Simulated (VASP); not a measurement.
# BaF2 (Frankdicksonite) (Fm-3m) in VASP: further runs

Aim: see how the results for BaF2 (Frankdicksonite) move with the level of theory and the settings. Levels: PBE, PBEsol. Tasks: dielectric tensor, phonons.

Program: VASP 6.6.1. These are calculated values, not measurements. Logs are shortened: lines on timing, memory, paths and dates and some standing lists are left out, and cuts for length are marked.

**1. Starting point**

The structure is cubic, space group Fm-3m (No. 225). Conventional cell: a = 6.280 Å, b = 6.280 Å, c = 6.280 Å, α = 90.00°, β = 90.00°, γ = 90.00°. Ba (site symmetry m-3m) has 8 F at 2.72 Å as nearest neighbours. F (site symmetry -43m) is surrounded by 4 Ba at 2.72 Å.

**2. Dielectric tensor, PBE**

Input file INCAR:

```
  PREC = Accurate
  ENCUT = 600
  EDIFF = 1E-8
  ISMEAR = 0
  SIGMA = 0.03
  LREAL = False
  LASPH = True
  NELM = 80
  ALGO = Fast
  ISIF = 2
  LWAVE = False
  LCHARG = False
  GGA = PE
  LEPSILON = True
  KPAR = 2
```

Input file KPOINTS:

```
Automatic mesh
0
Monkhorst-Pack
  12 12 12
```

Input file POSCAR:

```
BaF2                                    
1.0
    0.0000000000      3.1397754561      3.1397754561
    3.1397754561     -0.0000000000      3.1397754561
    3.1397754561      3.1397754561      0.0000000000
  Ba              F             
     1     2
Direct
     0.0000000000000000    1.0000000000000000    1.0000000000000000
     0.2500000000000000    0.2500000000000000    0.2500000000000000
     0.7500000000000000    0.7500000000000000    0.7500000000000000
```

Potentials or basis: VASP PAW PBE potentials, release 64 (Ba_sv, F).

On the command line:

```console
$ cat potpaw_PBE.64/Ba_sv/POTCAR potpaw_PBE.64/F/POTCAR > POTCAR
$ mpirun -np 2 vasp_std > vasp.out
```

OUTCAR:

```text
PREC = Accurate
   ENCUT = 600
   EDIFF = 1E-8
   ISMEAR = 0
   LREAL = False
   LASPH = True
   NELM = 80
   ISIF = 2
   GGA = PE
   LEPSILON = True

 ion  position               nearest neighbor table
   1  0.000  0.000  0.000-   3 2.72   3 2.72   2 2.72   2 2.72   3 2.72   2 2.72   3 2.72   2 2.72

   2  0.250  0.250  0.250-   1 2.72   1 2.72   1 2.72   1 2.72
   3  0.750  0.750  0.750-   1 2.72   1 2.72   1 2.72   1 2.72

  LATTYP: Found a face centered cubic cell.
 ALAT       =     6.2795509122

  Lattice vectors:

 A1 = (   0.0000000000,   3.1397754561,   3.1397754561)
 A2 = (   3.1397754561,   0.0000000000,   3.1397754561)
 A3 = (   3.1397754561,   3.1397754561,   0.0000000000)

Analysis of symmetry for initial positions (statically):
=====================================================================
 Subroutine PRICEL returns:
 Original cell was already a primitive cell.

 Routine SETGRP: Setting up the symmetry group for a
 face centered cubic supercell.

 Subroutine GETGRP returns: Found 48 space group operations
 (whereof 48 operations were pure point group operations)
 out of a pool of 48 trial point group operations.

The static configuration has the point symmetry O_h .

Analysis of symmetry for dynamics (positions and initial velocities):
=====================================================================
 Subroutine PRICEL returns:
 Original cell was already a primitive cell.

 Routine SETGRP: Setting up the symmetry group for a
 face centered cubic supercell.

 Subroutine GETGRP returns: Found 48 space group operations
 (whereof 48 operations were pure point group operations)
 out of a pool of 48 trial point group operations.

The dynamic configuration has the point symmetry O_h .

 Subroutine INISYM returns: Found 48 space group operations
 (whereof 48 operations are pure point group operations),
 and found     1 'primitive' translations

----------------------------------------------------------------------------------------

                                     Primitive cell

  volume of cell :      61.9050

  direct lattice vectors                    reciprocal lattice vectors
     0.000000000  3.139775456  3.139775456    -0.159247057  0.159247057  0.159247057
     3.139775456  0.000000000  3.139775456     0.159247057 -0.159247057  0.159247057
     3.139775456  3.139775456  0.000000000     0.159247057  0.159247057 -0.159247057

  length of vectors
     4.440313033  4.440313033  4.440313033     0.275823993  0.275823993  0.275823993

  position of ions in fractional coordinates (direct lattice)
     0.000000000  0.000000000  0.000000000
     0.250000000  0.250000000  0.250000000
     0.750000000  0.750000000  0.750000000

  ion indices of the primitive-cell ions
   primitive index   ion index
                 1           1
                 2           2
                 3           3

----------------------------------------------------------------------------------------

 KPOINTS: Automatic mesh

Automatic generation of k-mesh.
 Grid dimensions read from file:
 generate k-points for:   12   12   12

 Generating k-lattice:

  Cartesian coordinates                     Fractional coordinates (reciprocal lattice)
    -0.013270588  0.013270588  0.013270588     0.083333333  0.000000000  0.000000000
     0.013270588 -0.013270588  0.013270588     0.000000000  0.083333333  0.000000000
     0.013270588  0.013270588 -0.013270588     0.000000000  0.000000000  0.083333333

  Length of vectors
[... 79 lines left out ...]
   LORBIT       =      0    0 simple, 1 ext, 2 COOP (PROOUT), +10 PAW based schemes
   GGA     = PE    functional components
   LHFCALC =     F    Hartree Fock is set to
   AEXX    =    0.0000 exact exchange contribution
   IVDW    =     0    specifies the selected vdW correction
   LEPSILON=     T    determine dielectric tensor
   LRPA    =     F    only Hartree local field effects (RPA)
 non-spin polarized calculation
 RMM-DIIS sequential band-by-band and
 Gauss-broadening in eV      SIGMA  =   0.03
  energy-cutoff  :      600.00
  volume of cell :       61.91
 maximum number of plane-waves:      2085
   NGX = 17   NGY = 17   NGZ = 17

--------------------------------------- Ionic step        1  -------------------------------------------

 number of electron      24.0000018 magnetization

 E-fermi :  -2.0480     XC(G=0):  -8.5270

 val. band max:       -2.2221264330   @ k =   0.4583   0.2083   0.2083
 cond. band min:       4.4152178413   @ k =   0.0417   0.0417   0.0417
 fundamental gap:      6.6373442743
 Fermi energy:        -2.0480488437

 k-point     1 :       0.0417    0.0417    0.0417
  band No.  band energies     occupation
      1     -25.4258      2.00000
      2     -21.0995      2.00000
      3     -21.0974      2.00000
      4     -10.3177      2.00000
      5     -10.3172      2.00000
      6     -10.3172      2.00000
[... 433 lines left out ...]
      3     -21.1338      2.00000
      4     -10.4229      2.00000
      5     -10.4227      2.00000
      6     -10.2818      2.00000
[... 8 lines left out ...]
     15       7.1482      0.00000
     16       8.1725      0.00000

 [... further k-points ...]

  FORCE on cell =-STRESS in cart. coord.  units (eV):
  Direction    XX          YY          ZZ          XY          YZ          ZX
  --------------------------------------------------------------------------------------
  -------------------------------------------------------------------------------------
  Total        0.0006499      0.0006499      0.0006499      0.0000000     -0.0000000      0.0000000
  in kB        0.0168210      0.0168210      0.0168210      0.0000000     -0.0000000      0.0000000
  external PRESSURE =       0.0168210 kB  Pullay stress =       0.0000000 kB

 VOLUME and BASIS-vectors are now :
 -----------------------------------------------------------------------------
  energy-cutoff  :      600.00
  volume of cell :       61.91
      direct lattice vectors                 reciprocal lattice vectors
     0.000000000  3.139775456  3.139775456    -0.159247057  0.159247057  0.159247057
     3.139775456  0.000000000  3.139775456     0.159247057 -0.159247057  0.159247057
     3.139775456  3.139775456  0.000000000     0.159247057  0.159247057 -0.159247057

 POSITION                                       TOTAL-FORCE (eV/Angst)
 -----------------------------------------------------------------------------------
      0.00000      0.00000      0.00000        -0.000000     -0.000000     -0.000000
      1.56989      1.56989      1.56989         0.000000      0.000000      0.000000
      4.70966      4.70966      4.70966        -0.000000     -0.000000     -0.000000
 -----------------------------------------------------------------------------------
    total drift:                                0.000000      0.000000      0.000000

  FREE ENERGIE OF THE ION-ELECTRON SYSTEM (eV)
  ---------------------------------------------------
  free  energy   TOTEN  =       -17.1328143672 eV

  energy  without entropy=      -17.1328143672  energy(sigma->0) =      -17.13281437

 HEAD OF MICROSCOPIC STATIC DIELECTRIC TENSOR (INDEPENDENT PARTICLE, excluding Hartree and local field effects)
 ------------------------------------------------------
           2.468868     0.000000     0.000000
          -0.000000     2.468868     0.000000
          -0.000000    -0.000000     2.468868
 ------------------------------------------------------

 Free energy of the ion-electron system (eV)
  ---------------------------------------------------
  ---------------------------------------------------
  free energy    TOTEN  =        -0.24696138 eV

  energy without entropy =       -0.24696138

------------------------ aborting loop because EDIFF is reached ----------------------------------------

--------------------------------------- Ionic step        2  -------------------------------------------

------------------------ aborting loop because EDIFF is reached ----------------------------------------

--------------------------------------- Ionic step        3  -------------------------------------------

 Free energy of the ion-electron system (eV)
  ---------------------------------------------------
  ---------------------------------------------------
  free energy    TOTEN  =        -0.24696136 eV

  energy without entropy =       -0.24696136

------------------------ aborting loop because EDIFF is reached ----------------------------------------

 PIEZOELECTRIC TENSOR FIELD DIRECTION 3  (e Angst)
 -----------------------------------------------------------------------------
     0.00014  0.00000  0.00000           (  0.00000  0.00000  0.00000)
    -0.00000  0.00014 -0.00000           (  0.00000  0.00000 -0.00000)
     0.00000 -0.00000 -0.00000           (  0.00000 -0.00000 -0.00000)

 PIEZOELECTRIC TENSOR FIELD DIRECTION 3  (C/m^2)
 -----------------------------------------------------------------------------
     0.00004  0.00000  0.00000
    -0.00000  0.00004 -0.00000
     0.00000 -0.00000 -0.00000

 MACROSCOPIC STATIC DIELECTRIC TENSOR (including local field effects in DFT)
 ------------------------------------------------------
           2.317566     0.000000    -0.000000
          -0.000000     2.317566    -0.000000
          -0.000000     0.000000     2.317566
 ------------------------------------------------------

 PIEZOELECTRIC TENSOR (including local field effects)  for field in x, y, z        (e  Angst)
          XX          YY          ZZ          XY          YZ          ZX
  --------------------------------------------------------------------------------
  x     0.00000     0.00000     0.00000     0.00000     0.00000     0.00000
  y     0.00000     0.00000     0.00000     0.00000     0.00000     0.00000
  z     0.00000     0.00000     0.00000     0.00000     0.00000     0.00000

 PIEZOELECTRIC TENSOR (including local field effects)  for field in x, y, z        (C/m^2)
          XX          YY          ZZ          XY          YZ          ZX
  --------------------------------------------------------------------------------
  x     0.00000     0.00000     0.00000     0.00000     0.00000     0.00000
  y     0.00000     0.00000     0.00000     0.00000     0.00000     0.00000
  z     0.00000     0.00000     0.00000     0.00000     0.00000     0.00000

 BORN EFFECTIVE CHARGES (including local field effects) (in |e|, cummulative output)
 ---------------------------------------------------------------------------------
 ion    1
    1     2.55744     0.00000     0.00000
    2     0.00000     2.55744     0.00000
    3     0.00000     0.00000     2.55744
 ion    2
    1    -1.27872     0.00000     0.00000
    2     0.00000    -1.27872     0.00000
    3     0.00000     0.00000    -1.27872
 ion    3
    1    -1.27872     0.00000     0.00000
    2     0.00000    -1.27872     0.00000
    3     0.00000     0.00000    -1.27872
```

Wall time 16 min (2 MPI ranks of Intel Xeon Platinum 8488C (Sapphire Rapids), shared host); peak memory 1.3 GiB.

What came out:

```
Electronic dielectric tensor (diagonal) : 2.32
Born charges (mean of the diagonal)     : Ba +2.56; F -1.28 e
```

Levels at points of the mesh, in eV from the valence-band top:
```tsv
k point	band 9	band 10	band 11	band 12	band 13	band 14	band 15	band 16
(0.04, 0.04, 0.04)	-1.37	-0.07	-0.06	-0.06	6.64	9.04	9.04	11.06
```

Electronic dielectric tensor:
```
2.32 0.00 0.00
0.00 2.32 0.00
0.00 0.00 2.32
```

Born effective charge tensors (e):
atom 1, Ba
```
2.56 0.00 0.00
0.00 2.56 0.00
0.00 0.00 2.56
```
atom 2, F
```
-1.28  0.00  0.00
 0.00 -1.28  0.00
 0.00  0.00 -1.28
```
atom 3, F
```
-1.28  0.00  0.00
 0.00 -1.28  0.00
 0.00  0.00 -1.28
```

**3. Phonons, PBEsol**

This run uses another cell than the first one, of 19.64 Å³/atom, 0.952 times its volume.

Input file POSCAR:

```
BaF2
1.0
    0.0000000000      3.0882183965      3.0882183965
    3.0882183965     -0.0000000000      3.0882183965
    3.0882183965      3.0882183965      0.0000000000
  Ba              F
     1     2
Direct
     1.0000000000000000    0.0000000000000000    0.0000000000000000
     0.2500000000000000    0.2500000000000000    0.2500000000000000
     0.7500000000000000    0.7500000000000000    0.7500000000000000
```

Input file INCAR.step1:

```
PREC = Accurate
ENCUT = 600
EDIFF = 1E-8
ISMEAR = 0
SIGMA = 0.03
LREAL = False
LASPH = True
NELM = 80
ALGO = Fast
ISIF = 3
LWAVE = False
LCHARG = False
GGA = PS
KPAR = 2
IBRION = 2
NSW = 40
EDIFFG = -0.002
```

Input file INCAR.step2:

```
PREC = Accurate
ENCUT = 600
EDIFF = 1E-8
ISMEAR = 0
SIGMA = 0.03
LREAL = False
LASPH = True
NELM = 80
ALGO = Fast
ISIF = 2
LWAVE = False
LCHARG = False
GGA = PS
KPAR = 2
IBRION = 6
NFREE = 2
POTIM = 0.015
NSW = 1
```

Input file KPOINTS:

```
regular mesh
0
Gamma
  8 8 8
```

Potentials or basis: VASP PAW PBE potentials, release 64 (Ba_sv, F).

On the command line:

```console
$ cat potpaw_PBE.64/Ba_sv/POTCAR potpaw_PBE.64/F/POTCAR > POTCAR
$ cp INCAR.step1 INCAR
$ mpirun -np 2 vasp_std > vasp.out
$ cp CONTCAR POSCAR
$ cp INCAR.step2 INCAR
$ mpirun -np 2 vasp_std > vasp.out
```

OUTCAR:

```text
PREC = Accurate
   ENCUT = 600
   EDIFF = 1E-8
   ISMEAR = 0
   LREAL = False
   LASPH = True
   NELM = 80
   ISIF = 2
   GGA = PS
   IBRION = 6
   NFREE = 2
   POTIM = 0.015
   NSW = 1

 ion  position               nearest neighbor table
   1  0.000  0.000  0.000-   3 2.67   3 2.67   3 2.67   2 2.67   2 2.67   2 2.67   3 2.67   2 2.67

   2  0.250  0.250  0.250-   1 2.67   1 2.67   1 2.67   1 2.67
   3  0.750  0.750  0.750-   1 2.67   1 2.67   1 2.67   1 2.67

  LATTYP: Found a face centered cubic cell.
 ALAT       =     6.1764367930

  Lattice vectors:

 A1 = (   0.0000000000,   3.0882183965,   3.0882183965)
 A2 = (   3.0882183965,   0.0000000000,   3.0882183965)
 A3 = (   3.0882183965,   3.0882183965,   0.0000000000)

[... 809 lines left out ...]
  Total       -0.0002851     -0.0001445     -0.0001445      0.0000000      0.0446489      0.0000000
  in kB       -0.0077540     -0.0039305     -0.0039305      0.0000000      1.2144149      0.0000000
  external PRESSURE =      -0.0052050 kB  Pullay stress =       0.0000000 kB
[... 18 lines left out ...]
  FREE ENERGIE OF THE ION-ELECTRON SYSTEM (eV)
  ---------------------------------------------------
  free  energy   TOTEN  =       -17.6448764520 eV

  energy  without entropy=      -17.6448764520  energy(sigma->0) =      -17.64487645

 INTERNAL STRAIN TENSORS FROM DISPLACED ATOMS
 ============================================

 INTERNAL STRAIN TENSOR FOR ION    1 for displacements in x,y,z  (eV/Angst):
          X           Y           Z          XY          YZ          ZX
  --------------------------------------------------------------------------------
  x     0.00000     0.00000     0.00000     0.00000     0.00000     0.00000
  y     0.00000     0.00000     0.00000     0.00000     0.00000     0.00000
  z     0.00000     0.00000     0.00000     0.00000     0.00000     0.00000

 INTERNAL STRAIN TENSOR FOR ION    3 for displacements in x,y,z  (eV/Angst):
          X           Y           Z          XY          YZ          ZX
  --------------------------------------------------------------------------------
  x     0.00000    -0.00000    -0.00000     0.00000     2.97911     0.00000
  y    -0.00000     0.00000    -0.00000     0.00000     0.00000     2.97911
  z    -0.00000    -0.00000     0.00000     2.97911     0.00000     0.00000

 Eigenvectors and eigenvalues of the dynamical matrix
 ----------------------------------------------------

   1 f  =    7.417201 THz    46.603647 2PiTHz  247.411189 cm-1    30.675064 meV
             X         Y         Z           dx          dy          dz
      0.000000  0.000000  0.000000     0.000000   -0.000000   -0.000000
      1.544109  1.544109  1.544109     0.681090    0.190045   -0.000000
      4.632328  4.632328  4.632328    -0.681090   -0.190045    0.000000
[... 43 lines left out ...]
   9 f/i=    0.002670 THz     0.016773 2PiTHz    0.089047 cm-1     0.011040 meV
             X         Y         Z           dx          dy          dz
      0.000000  0.000000  0.000000     0.047823   -0.030740   -0.883426
      1.544109  1.544109  1.544109     0.017767   -0.011420   -0.328203
      4.632328  4.632328  4.632328     0.017767   -0.011420   -0.328203

 ELASTIC MODULI CONTR FROM IONIC RELAXATION (kBar)
 Direction    XX          YY          ZZ          XY          YZ          ZX
 --------------------------------------------------------------------------------
 XX          -0.0000     -0.0000     -0.0000      0.0000      0.0000      0.0000
 YY          -0.0000     -0.0000     -0.0000      0.0000      0.0000      0.0000
 ZZ          -0.0000     -0.0000     -0.0000      0.0000      0.0000      0.0000
 XY           0.0000      0.0000     -0.0000   -112.8945     -0.0000      0.0000
 YZ           0.0000      0.0000      0.0000     -0.0000   -112.8945     -0.0000
 ZX           0.0000      0.0000      0.0000      0.0000     -0.0000   -112.8945
 --------------------------------------------------------------------------------
```

OSZICAR.step1:

```text
N       E                     dE             d eps       ncg     rms          rms(c)
DAV:   1     0.168182951624E+03    0.16818E+03   -0.14305E+04   928   0.157E+03
DAV:   2    -0.120436234956E+02   -0.18023E+03   -0.17692E+03  1200   0.306E+02
DAV:   3    -0.190204074427E+02   -0.69768E+01   -0.69689E+01  1264   0.694E+01
[... 17 lines left out ...]
RMM:  21    -0.176452226874E+02   -0.66307E-07   -0.70107E-07   745   0.207E-03    0.381E-04
RMM:  22    -0.176452227465E+02   -0.59088E-07   -0.27209E-07   789   0.213E-03    0.152E-04
RMM:  23    -0.176452227493E+02   -0.27917E-08   -0.15054E-07   730   0.108E-03    0.135E-04
RMM:  24    -0.176452227603E+02   -0.11090E-07   -0.58364E-08   587   0.711E-04    0.571E-05
RMM:  25    -0.176452227668E+02   -0.64347E-08   -0.32177E-08   570   0.521E-04
   1 F= -.17645223E+02 E0= -.17645223E+02  d E =-.176452E+02
```

Wall time 3.4 min (2 MPI ranks of Intel Xeon Platinum 8488C (Sapphire Rapids), shared host); peak memory 0.33 GiB.

What came out:

| Item | Value |
| --- | --- |
| Highest phonon frequency at Γ, LO-TO splitting left out | 247 cm⁻¹ |

Phonon frequencies in cm⁻¹ (negative: imaginary):
| q point | frequencies |
| --- | --- |
| (0.000, 0.000, 0.000) | 0 0 0 186 186 186 247 247 247 |

Caveat: the PAW data sets were made with another functional, which shifts forces and pressure a little.

[end of part 1 of 2]
